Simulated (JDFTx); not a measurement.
# C (Fd-3m) in JDFTx: notebook

One crystal, C, is run at these levels: RPBE; tasks: equation of state.

Everything below comes from runs of JDFTx 1.7.0 (patched build). Logs are shortened: lines on timing, memory, paths and dates and some standing lists are left out, and cuts for length are marked. The log counts tension as positive stress, the text compression.

**Measured values to compare with.**

“Equation of state of cubic boron nitride at high pressures and temperatures”, 2007, arxiv:cond-mat/0702656 quotes, for a bulk crystal of C: bulk modulus 444.8 ± 0.8 GPa.

The results are compared with them further down.

## 1. The crystal as given

It takes space group Fd-3m (No. 227, cubic). The conventional cell has a = 3.567 Å, b = 3.567 Å, c = 3.567 Å, α = 90.00°, β = 90.00°, γ = 90.00°. C (site symmetry -43m) has 4 C at 1.54 Å as nearest neighbours.

This isn't the form of C at room conditions, which is graphite.

## 2. Equation of state, RPBE, 5.33 Å³/atom (volume scaled by 0.94)

File C.in:

```
lattice Face-Centered Cubic 6.6025688284
coords-type Lattice
ion C      0.7500000000     0.7500000000     0.7500000000 1
ion C      0.5000000000     0.5000000000     0.5000000000 1

ion-species pseudo/C.upf
elec-cutoff 41 328
elec-ex-corr gga-x-rpbe gga-c-pbe
kpoint-folding 13 13 13
elec-smearing Fermi 0.0018374661
elec-n-bands 9
electronic-SCF nIterations 100 energyDiffThreshold 1e-09
electronic-minimize nIterations 30 energyDiffThreshold 1e-7
forces-output-coords Cartesian

dump-name run.$VAR
dump End Ecomponents EigStats BandEigs Kpoints Forces Stress ElecDensity Dtot KEdensity
```

Potentials or basis: PseudoDojo-SR-PBE-0.5-standard.

Started as:

```console
> jdftx -c 1 -i C.in -o C.out
```

What it wrote:

```text
*************** JDFTx 1.7.0 (patched build) ***************

Input parsed successfully to the following command list (including defaults):
[... the input with its defaults ...]

---------- Setting up symmetries ----------

Found 48 point-group symmetries of the bravais lattice
Found 48 space-group symmetries with basis
Applied RMS atom displacement 0 bohrs to make symmetries exact.

---------- Initializing the Grid ----------
R =
[            0      3.30128      3.30128  ]
[      3.30128            0      3.30128  ]
[      3.30128      3.30128            0  ]
unit cell volume = 71.958
G =
[  -0.951627   0.951627   0.951627  ]
[   0.951627  -0.951627   0.951627  ]
[   0.951627   0.951627  -0.951627  ]
Minimum fftbox size, Smin = [  40  40  40  ]
Chosen fftbox size, S = [  40  40  40  ]

---------- Initializing tighter grid for wavefunction operations ----------
R =
[            0      3.30128      3.30128  ]
[      3.30128            0      3.30128  ]
[      3.30128      3.30128            0  ]
unit cell volume = 71.958
G =
[  -0.951627   0.951627   0.951627  ]
[   0.951627  -0.951627   0.951627  ]
[   0.951627   0.951627  -0.951627  ]
Minimum fftbox size, Smin = [  28  28  28  ]
Chosen fftbox size, S = [  28  28  28  ]

---------- Exchange Correlation functional ----------
Initialized LibXC exchange functional 'Hammer, Hansen, and Norskov'
Initialized LibXC correlation functional 'Perdew, Burke & Ernzerhof'

---------- Setting up pseudopotentials ----------
Width of ionic core gaussian charges (only for fluid interactions / plotting) set to 0

Reading pseudopotential file 'pseudo/C.upf':
  'C' pseudopotential, 'PBE' functional
  Generated using ONCVPSP code by D. R. Hamann
  4 valence electrons, 2 orbitals, 4 projectors, 1001 radial grid points, with lMax = 1
    2S    l: 0   occupation:  2.0   eigenvalue: -0.505335
    2P    l: 1   occupation:  2.0   eigenvalue: -0.194238
  Core radius for overlap checks: 1.21 bohrs.

Initialized 1 species with 2 total atoms.

Folded 1 k-points by 13x13x13 to 2197 k-points.

---------- Setting up k-points, bands, fillings ----------
Reduced to 84 k-points under symmetry.
Computing the number of bands and number of electrons
Calculating initial fillings.
nElectrons:   8.000000   nBands: 9   nStates: 84

----- Setting up reduced wavefunction bases (one per k-point) -----
average nbasis = 902.698 , ideal nbasis = 902.295

---------- Setting up ewald sum ----------
Optimum gaussian width for ewald sums = 1.499386 bohr.
Real space sum over 1331 unit cells with max indices [  5  5  5  ]
Reciprocal space sum over 2197 terms with max indices [  6  6  6  ]

---------- Allocating electronic variables ----------
Initializing wave functions:  linear combination of atomic orbitals
Note: number of bands (9) exceeds available atomic orbitals (8)
C pseudo-atom occupations:   s ( 2 )  p ( 2 )
	FillingsUpdate:  mu: +0.700000000  nElectrons: 8.000000
LCAOMinimize: Iter:   0  F: -11.3754103236560731  |grad|_K:  4.611e-04  alpha:  1.000e+00
	FillingsUpdate:  mu: +0.700000000  nElectrons: 8.000000
LCAOMinimize: Iter:   1  F: -11.3760997286058547  |grad|_K:  2.915e-06  alpha:  9.525e-01  linmin:  3.241e-01  cgtest: -7.448e-01
	FillingsUpdate:  mu: +0.700000000  nElectrons: 8.000000
LCAOMinimize: Iter:   2  F: -11.3760997410395799  |grad|_K:  2.200e-06  alpha:  9.524e-01  linmin:  1.774e-05  cgtest:  7.555e-01
LCAOMinimize: Encountered beta<0, resetting CG.
	FillingsUpdate:  mu: +0.700000000  nElectrons: 8.000000
LCAOMinimize: Iter:   3  F: -11.3760997566276227  |grad|_K:  3.873e-09  alpha:  9.470e-01  linmin: -2.728e-03  cgtest:  6.553e-03
LCAOMinimize: Encountered beta<0, resetting CG.
LCAOMinimize: Converged (|Delta F|<1.000000e-06 for 2 iters).

-------- Electronic minimization -----------
Will mix electronic density at each iteration.
	FillingsUpdate:  mu: +0.700000000  nElectrons: 8.000000
	FillingsUpdate:  mu: +0.638404340  nElectrons: 8.000000
SCF: Cycle:  0   F: -11.430123242367719   dF: -5.402e-02   |Residual|: 6.106e-02   |deigs|: 2.130e-01
	FillingsUpdate:  mu: +0.642236093  nElectrons: 8.000000
SCF: Cycle:  1   F: -11.430512275331170   dF: -3.890e-04   |Residual|: 3.116e-02   |deigs|: 6.774e-03
	FillingsUpdate:  mu: +0.646932023  nElectrons: 8.000000
SCF: Cycle:  2   F: -11.430626054086666   dF: -1.138e-04   |Residual|: 2.922e-03   |deigs|: 6.253e-03
	FillingsUpdate:  mu: +0.646986085  nElectrons: 8.000000
SCF: Cycle:  3   F: -11.430627647701245   dF: -1.594e-06   |Residual|: 9.621e-04   |deigs|: 3.325e-04
	FillingsUpdate:  mu: +0.647201975  nElectrons: 8.000000
SCF: Cycle:  4   F: -11.430627884409517   dF: -2.367e-07   |Residual|: 1.557e-04   |deigs|: 2.057e-04
	FillingsUpdate:  mu: +0.647238395  nElectrons: 8.000000
SCF: Cycle:  5   F: -11.430627905220454   dF: -2.081e-08   |Residual|: 5.298e-05   |deigs|: 8.998e-05
	FillingsUpdate:  mu: +0.647242069  nElectrons: 8.000000
SCF: Cycle:  6   F: -11.430627908242430   dF: -3.022e-09   |Residual|: 1.231e-05   |deigs|: 1.062e-04
	FillingsUpdate:  mu: +0.647241446  nElectrons: 8.000000
SCF: Cycle:  7   F: -11.430627908632198   dF: -3.898e-10   |Residual|: 2.440e-06   |deigs|: 1.173e-04
	FillingsUpdate:  mu: +0.647240882  nElectrons: 8.000000
SCF: Cycle:  8   F: -11.430627908697314   dF: -6.512e-11   |Residual|: 1.891e-06   |deigs|: 1.885e-04
SCF: Converged (|Delta E|<1.000000e-09 for 2 iters).

Setting wave functions to eigenvectors of Hamiltonian

# Stress tensor in Cartesian coordinates [Eh/a0^3]:
[  -0.00116976            0            0  ]
[            0  -0.00116976            0  ]
[            0            0  -0.00116976  ]

# Ionic positions in lattice coordinates:
ion C   0.750000000000000   0.750000000000000   0.750000000000000 1
ion C   0.500000000000000   0.500000000000000   0.500000000000000 1

# Forces in Cartesian coordinates:
force C  -0.000000000000000  -0.000000000000000   0.000000000000000 1
force C   0.000000000000000  -0.000000000000000  -0.000000000000000 1

# Energy components:
   Eewald =      -13.0538235868955663
       EH =        0.9409890881954583
     Eloc =       -3.6145273776933822
      Enl =       -0.6059382009685352
      Exc =       -4.4016606957660045
 Exc_core =        0.6092566115298578
       KE =        8.6950762529008596
-------------------------------------
     Etot =      -11.4306279086973124
       TS =        0.0000000000000014
-------------------------------------
        F =      -11.4306279086973142

IonicMinimize: Iter:   0  F: -11.430627908697314  |grad|_K:        nan
IonicMinimize: None of the convergence criteria satisfied after 0 iterations.

#--- Lowdin population analysis ---
# oxidation-state C +0.015 +0.015

Dumping 'run.eigStats' ...
	eMin: -0.286249 at state 0 ( [ +0.000000 +0.000000 +0.000000 ] spin 0 )
	HOMO: +0.533431 at state 0 ( [ +0.000000 +0.000000 +0.000000 ] spin 0 )
	mu  : +0.647241
	LUMO: +0.695568 at state 43 ( [ +0.000000 +0.384615 +0.384615 ] spin 0 )
	eMax: +1.423012 at state 47 ( [ +0.000000 +0.461538 +0.461538 ] spin 0 )
	HOMO-LUMO gap: +0.162137
	Optical gap  : +0.213564 at state 0 ( [ +0.000000 +0.000000 +0.000000 ] spin 0 )
Done!
[note: mu as printed may lie anywhere between the filled and the empty levels]
```

It took 20 s on 1 thread of Arm Neoverse V2, shared host; peak memory 0.07 GiB.

What came out:

- Free energy: -311.0432 eV
- Pressure: 34.4 GPa
- Band gap on the k mesh: 4.41 eV, indirect (least direct gap 5.81 eV)

Caveat: the potentials were made for another functional, which shifts forces and pressure; an odd mesh through Γ misses points on the zone boundary, where band edges often lie.

## 3. Equation of state, RPBE, 5.44 Å³/atom (volume scaled by 0.96)

Changes to C.in since step 2:

```diff
@@ -1,2 +1,2 @@
-lattice Face-Centered Cubic 6.6025688284
+lattice Face-Centered Cubic 6.6490673240
 coords-type Lattice
```

Potentials or basis: PseudoDojo-SR-PBE-0.5-standard.

Started as:

```console
> jdftx -c 1 -i C.in -o C.out
```

Run time: 20 s. Hardware: 1 thread of Arm Neoverse V2, shared host; peak memory 0.07 GiB.

The run converged. Its results:

* Free energy: -311.0842 eV
* Pressure: 23.3 GPa
* Band gap on the k mesh: 4.36 eV, indirect (least direct gap 5.75 eV)

Caveat: the potentials were made for another functional, which shifts forces and pressure; an odd mesh through Γ misses points on the zone boundary, where band edges often lie.

## 4. Equation of state, RPBE, 5.56 Å³/atom (volume scaled by 0.98)

Changes to C.in since step 3:

```diff
@@ -1,2 +1,2 @@
-lattice Face-Centered Cubic 6.6490673240
+lattice Face-Centered Cubic 6.6949244098
 coords-type Lattice
```

Started as:

```console
> jdftx -c 1 -i C.in -o C.out
```

It took 20 s on 1 thread of Arm Neoverse V2, shared host; peak memory 0.07 GiB.

Results (log left out):

```
Free energy            : -311.1102 eV
Pressure               : 13.1 GPa
Band gap on the k mesh : 4.32 eV, indirect (least direct gap 5.69 eV)
```

Caveat: the potentials were made for another functional, which shifts forces and pressure; an odd mesh through Γ misses points on the zone boundary, where band edges often lie.

## 5. Equation of state, RPBE, 5.67 Å³/atom

Changes to C.in since step 4:

```diff
@@ -1,2 +1,2 @@
-lattice Face-Centered Cubic 6.6949244098
+lattice Face-Centered Cubic 6.7401617577
 coords-type Lattice
```

Started as:

```console
> jdftx -c 1 -i C.in -o C.out
```

It took 20 s on 1 thread of Arm Neoverse V2, shared host; peak memory 0.07 GiB.

Results (log left out):

* Free energy: -311.1225 eV
* Pressure: 3.9 GPa
* Band gap on the k mesh: 4.27 eV, indirect (least direct gap 5.64 eV)

Caveat: the potentials were made for another functional, which shifts forces and pressure; an odd mesh through Γ misses points on the zone boundary, where band edges often lie.

## 6. Equation of state, RPBE, 5.79 Å³/atom (volume scaled by 1.02)

Changes to C.in since step 5:

```diff
@@ -1,2 +1,2 @@
-lattice Face-Centered Cubic 6.7401617577
+lattice Face-Centered Cubic 6.7847998913
 coords-type Lattice
```

Potentials or basis: PseudoDojo-SR-PBE-0.5-standard.

Started as:

```console
> jdftx -c 1 -i C.in -o C.out
```

Run time: 20 s. Hardware: 1 thread of Arm Neoverse V2, shared host; peak memory 0.07 GiB.

It converged, with:

```yaml
Free_energy: -311.1222 eV
Pressure: -4.5 GPa
Band_gap_on_the_k_mesh: 4.23 eV, indirect (least direct gap 5.58 eV)
```

Caveat: the potentials were made for another functional, which shifts forces and pressure; an odd mesh through Γ misses points on the zone boundary, where band edges often lie.

## 7. Equation of state, RPBE, 5.90 Å³/atom (volume scaled by 1.04)

Changes to C.in since step 6:

```diff
@@ -1,2 +1,2 @@
-lattice Face-Centered Cubic 6.7847998913
+lattice Face-Centered Cubic 6.8288582682
 coords-type Lattice
```

Started as:

```console
> jdftx -c 1 -i C.in -o C.out
```

Run time: 20 s. Hardware: 1 thread of Arm Neoverse V2, shared host; peak memory 0.07 GiB.

The run converged. Its results:

```yaml
Free_energy: -311.1106 eV
Pressure: -12.1 GPa
Band_gap_on_the_k_mesh: 4.19 eV, indirect (least direct gap 5.53 eV)
```

Caveat: the potentials were made for another functional, which shifts forces and pressure; an odd mesh through Γ misses points on the zone boundary, where band edges often lie.

## 8. Equation of state, RPBE, 6.01 Å³/atom (volume scaled by 1.06)

Changes to C.in since step 7:

```diff
@@ -1,2 +1,2 @@
-lattice Face-Centered Cubic 6.8288582682
+lattice Face-Centered Cubic 6.8723553533
 coords-type Lattice
```

Started as:

```console
> jdftx -c 1 -i C.in -o C.out
```

Run time: 20 s. Hardware: 1 thread of Arm Neoverse V2, shared host; peak memory 0.07 GiB.

It converged, with:

- Free energy: -311.0887 eV
- Pressure: -19.1 GPa
- Band gap on the k mesh: 4.14 eV, indirect (least direct gap 5.47 eV)

Caveat: the potentials were made for another functional, which shifts forces and pressure; an odd mesh through Γ misses points on the zone boundary, where band edges often lie.

## 9. Equation of state, RPBE

Potentials or basis: PseudoDojo-SR-PBE-0.5-standard.

No new run: the results of the series are fitted here.

Results:

| Item | Value |
| --- | --- |
| Equilibrium volume | 5.73 Å³/atom |
| Bulk modulus | 425 GPa |
| Pressure derivative of the bulk modulus | 3.7 |

Energy against volume, from the lowest point:
| volume (Å³/atom) | energy (meV/atom) |
| --- | --- |
| 5.332 | 39.62 |
| 5.445 | 19.11 |
| 5.558 | 6.13 |
| 5.672 | 0.00 |
| 5.785 | 0.12 |
| 5.899 | 5.91 |
| 6.012 | 16.89 |

Caveat: the potentials were made for another functional, which shifts forces and pressure.

## 10. How close it comes

Step 9. Measured bulk modulus of C: 444.8 GPa (quoted in “Equation of state of cubic boron nitride at high pressures and temperatures”, 2007, arxiv:cond-mat/0702656). This calculation gives 425 GPa (-4.4 %). 3 values of this kind are on record (442 to 444.8 GPa); this one was drawn at random among those near their median, those with a stated uncertainty first. The fit is for a static lattice scaled at fixed shape and fixed fractional positions.
